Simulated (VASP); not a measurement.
# V (Fm-3m) in VASP: reference runs, part 2 of 2

VASP 6.6.1. Earlier steps stand in the parts before.

**3. Single point, PBE, collinear spin, ferromagnetic start (cell strained at random at fixed volume)**

Contents of INCAR:

```
ALGO = Normal
EDIFF = 1E-7
ENCUT = 520
GGA = PE
ISIF = 2
ISMEAR = -1
ISPIN = 2
LASPH = True
LCHARG = False
LMAXMIX = 4
LORBIT = 11
LREAL = False
LWAVE = False
MAGMOM = 2
NBANDS = 16
NELM = 150
PREC = Accurate
SIGMA = 0.05
```

Contents of KPOINTS:

```
k-points
0
Gamma
  12 12 12
```

Contents of POSCAR:

```
V
1.0
   -0.0474680000      1.8886570000      1.8832300000
    1.8644480000     -0.0435050000      1.8792670000
    1.8552420000      1.8754880000     -0.0342990000
V
1
Direct
   -0.0136140000     -0.0151130000      0.0168650000
```

Potentials or basis: VASP PAW PBE potentials, release 64 (V_sv).

On the command line:

```sh
> cat potpaw_PBE.64/V_sv/POTCAR > POTCAR
> mpirun -np 1 vasp_std > vasp.out
```

OUTCAR:

```text
EDIFF = 1E-7
   ENCUT = 520
   GGA = PE
   ISIF = 2
   ISMEAR = -1
   ISPIN = 2
   LASPH = True
   LORBIT = 11
   LREAL = False
   NELM = 150
   PREC = Accurate

 ion  position               nearest neighbor table
   1  0.986  0.985  0.017-

  LATTYP: Found a triclinic cell.
 ALAT       =     4.6634279106
 B/A-ratio  =     0.5811276305
 C/A-ratio  =     1.3768607072
 COS(alpha) =     0.0016135528
 COS(beta)  =     0.4581702580
 COS(gamma) =     0.8736359199

  Lattice vectors:

 A1 = (  -1.8736540000,   1.9624980000,  -3.7928330000)
 A2 = (  -0.0092060000,   1.9189930000,  -1.9135660000)
 A3 = (  -3.6722220000,  -3.7206400000,  -3.7281980000)

Analysis of symmetry for initial positions (statically):
=====================================================================
 Subroutine PRICEL returns:
 Original cell was already a primitive cell.

 Routine SETGRP: Setting up the symmetry group for a
 triclinic supercell.

 Subroutine GETGRP returns: Found  2 space group operations
 (whereof  1 operations were pure point group operations)
 out of a pool of  2 trial point group operations.

The static configuration has the point symmetry C_1 .
 The point group associated with its full space group is S_2 .

Analysis of symmetry for dynamics (positions and initial velocities):
=====================================================================
 Subroutine PRICEL returns:
 Original cell was already a primitive cell.

 Routine SETGRP: Setting up the symmetry group for a
 triclinic supercell.

 Subroutine GETGRP returns: Found  2 space group operations
 (whereof  1 operations were pure point group operations)
 out of a pool of  2 trial point group operations.

The dynamic configuration has the point symmetry C_1 .
 The point group associated with its full space group is S_2 .

Analysis of structural, dynamic, and magnetic symmetry:
=====================================================================
 Subroutine PRICEL returns:
 Original cell was already a primitive cell.
[... 178 lines left out ...]
  ---------------------------------------------------
  free energy    TOTEN  =        -8.75193156 eV

  energy without entropy =       -8.73769807  energy(sigma->0) =       -8.74481481

 E-fermi :   9.8902     XC(G=0): -12.8488

 val. band max:        9.8885438002   @ k =   0.0000   0.0000   0.0000
 cond. band min:       9.8909224064   @ k =   0.4167   0.4167   0.4167
 fundamental gap:      0.0023786062
 Fermi energy:         9.8902461518

 spin component 1

 k-point     1 :       0.0000    0.0000    0.0000
  band No.  band energies     occupation
      1     -54.1469      1.00000
      2     -27.5023      1.00000
      3     -27.4846      1.00000
      4     -27.4244      1.00000
      5       3.0191      1.00000
      6       9.8884      0.50924
[... 739 lines left out ...]
      5       7.7479      1.00000
      6       8.5000      1.00000
[... 8 lines left out ...]
     15      38.0653      0.00000
     16      39.7671      0.00000

 [... further k-points ...]

 spin component 2

 k-point     1 :       0.0000    0.0000    0.0000
  band No.  band energies     occupation
      1     -54.1467      1.00000
      2     -27.5022      1.00000
      3     -27.4844      1.00000
      4     -27.4243      1.00000
      5       3.0192      1.00000
      6       9.8885      0.50851
[... 739 lines left out ...]
      5       7.7480      1.00000
      6       8.5001      1.00000
[... 8 lines left out ...]
     15      38.0653      0.00000
     16      39.7673      0.00000

 [... further k-points ...]

------------------------ aborting loop because EDIFF is reached ----------------------------------------

 total charge

# of ion       s       p       d       tot
------------------------------------------
    1        2.347   6.230   3.052  11.629

 magnetization (x)

# of ion       s       p       d       tot
------------------------------------------
    1        0.000   0.000   0.000   0.000

  FORCE on cell =-STRESS in cart. coord.  units (eV):
  Direction    XX          YY          ZZ          XY          YZ          ZX
  --------------------------------------------------------------------------------------
  -------------------------------------------------------------------------------------
  Total        0.2010329      0.4363098      0.3637323      0.0397689      0.0351981      0.0417653
  in kB       23.6657367     51.3627055     42.8188210      4.6816286      4.1435470      4.9166446
  external PRESSURE =      39.2824211 kB  Pullay stress =       0.0000000 kB

 VOLUME and BASIS-vectors are now :
 -----------------------------------------------------------------------------
  energy-cutoff  :      520.00
  volume of cell :       13.61
      direct lattice vectors                 reciprocal lattice vectors
    -0.047468000  1.888657000  1.883230000    -0.258857750  0.260870481  0.262855669
     1.864448000 -0.043505000  1.879267000     0.264273169 -0.256592410  0.263993017
     1.855242000  1.875488000 -0.034299000     0.266805602  0.264540263 -0.258577598

 POSITION                                       TOTAL-FORCE (eV/Angst)
 -----------------------------------------------------------------------------------
      1.82074      1.85173      3.70788         0.000000      0.000000     -0.000000
 -----------------------------------------------------------------------------------
    total drift:                               -0.000000     -0.000011      0.000027

  FREE ENERGIE OF THE ION-ELECTRON SYSTEM (eV)
  ---------------------------------------------------
  free  energy   TOTEN  =        -8.7519315580 eV

  energy  without entropy=       -8.7376980669  energy(sigma->0) =       -8.74481481

 total charge

# of ion       s       p       d       tot
------------------------------------------
    1        2.347   6.230   3.052  11.629

 magnetization (x)

# of ion       s       p       d       tot
------------------------------------------
    1        0.000   0.000   0.000   0.000
```

OSZICAR:

```text
N       E                     dE             d eps       ncg     rms          rms(c)
DAV:   1     0.919813158879E+02    0.91981E+02   -0.65042E+03 56056   0.889E+02
DAV:   2    -0.806868587573E+01   -0.10005E+03   -0.96039E+02 61456   0.271E+02
DAV:   3    -0.957053922676E+01   -0.15019E+01   -0.14999E+01 62800   0.362E+01
DAV:   4    -0.957642501056E+01   -0.58858E-02   -0.58857E-02 67312   0.238E+00
DAV:   5    -0.957647708771E+01   -0.52077E-04   -0.52077E-04 63664   0.208E-01    0.191E+01
DAV:   6    -0.873834356145E+01    0.83813E+00   -0.17339E+00 56720   0.205E+01    0.273E+00
DAV:   7    -0.874642462405E+01   -0.80811E-02   -0.84865E-02 61880   0.335E+00    0.217E+00
DAV:   8    -0.875437919356E+01   -0.79546E-02   -0.78969E-03 58688   0.104E+00    0.802E-01
DAV:   9    -0.875156236274E+01    0.28168E-02   -0.23421E-03 67120   0.550E-01    0.224E-01
DAV:  10    -0.875190016571E+01   -0.33780E-03   -0.89340E-04 60224   0.293E-01    0.344E-02
DAV:  11    -0.875192713435E+01   -0.26969E-04   -0.25159E-05 60288   0.587E-02    0.232E-02
DAV:  12    -0.875193231555E+01   -0.51812E-05   -0.59229E-06 61152   0.254E-02    0.431E-03
DAV:  13    -0.875193183749E+01    0.47806E-06   -0.64492E-07 61224   0.680E-03    0.277E-03
DAV:  14    -0.875193159093E+01    0.24657E-06   -0.39878E-08 38736   0.192E-03    0.119E-03
DAV:  15    -0.875193155802E+01    0.32905E-07   -0.12419E-08 28800   0.987E-04
   1 F= -.87519316E+01 E0= -.87448148E+01  d E =-.142335E-01  mag=     0.0000
```

It took 3.6 min on 1 thread of AMD EPYC 9R45 (Zen 5), shared host; peak memory 0.31 GiB.

What came out:

```yaml
Free_energy: -8.7519 eV
Pressure: 3.9 GPa
Band_gap_on_the_k_mesh: none (metal or under the smearing width)
Net_moment: 0.00 μB per cell
Valence_electrons_inside_the_program's_atomic_spheres: V 11.63
```

Stress tensor (GPa, compression positive):
```
2.37 0.47 0.49
0.47 5.14 0.41
0.49 0.41 4.28
```
